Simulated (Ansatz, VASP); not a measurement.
# Two plane-wave programs on KF

INCAR

```
PREC = Accurate
ENCUT = 520
EDIFF = 1E-7
ISMEAR = 0
SIGMA = 0.05
LREAL = F
LASPH = T
NELM = 100
ALGO = Normal
ISIF = 2
LWAVE = F
LCHARG = T
GGA = CA
LELF = T
LVHAR = T
NBANDS = 15
```

Contents of KPOINTS:

```
Automatic mesh
0
Gamma
  8 8 8
```

Contents of POSCAR:

```
KF
1.0
    0.0000000000      2.7403375000      2.6735000000
    2.7403375000      0.0000000000      2.6735000000
    2.7403375000      2.7403375000      0.0000000000
K F
1 1
Direct
    0.0000000000      0.0000000000      0.0000000000
    0.5000000000      0.5000000000      0.5000000000
```

Input for Ansatz:

```yaml
crystal:
  lattice:
    - [0.0, 2.7403375, 2.6735]
    - [2.7403375, 0.0, 2.6735]
    - [2.7403375, 2.7403375, 0.0]
  atoms:
    - { symbol: K, position: [0.0, 0.0, 0.0] }
    - { symbol: F, position: [0.5, 0.5, 0.5] }
basis:
  ecutwfc: 420
kpoints:
  mp_grid: { grid: [8, 8, 8] }
hamiltonian:
  xc: lda
scf:
  occupations: { method: gaussian, width: 0.05 }
output:
  forces: true
  stress: true
  eigenvalues: true
```

Change from the starting cell: strain +0.025 along x and y, +0.000 along z, atoms carried along.

Alike in both runs: task single point; functional LDA; k mesh 8 × 8 × 8; occupations gaussian, width 0.05 eV; no spin polarisation.

```csv
,VASP,Ansatz
version,VASP 6.6.1,Ansatz 0.2.0
potentials or method,"VASP PAW LDA potentials, release 64 (K_sv, F)","scalar-relativistic, plane waves, PAW"
plane-wave cutoff (eV),520,420
valence electrons in the cell,16,16
```

VASP gave:

- gap on the k mesh at the Fermi level (eV): 5.52
- least direct gap on the mesh (eV): 5.52
- pressure (GPa): -4.5
- largest component of the traceless stress (GPa): 0.52

**Question.** Which values does Ansatz return?

**Answer.** gap on the k mesh at the Fermi level (eV): 5.53; least direct gap on the mesh (eV): 5.53; pressure (GPa): -4.6; largest component of the traceless stress (GPa): 0.49.

A k mesh can miss the band edges.
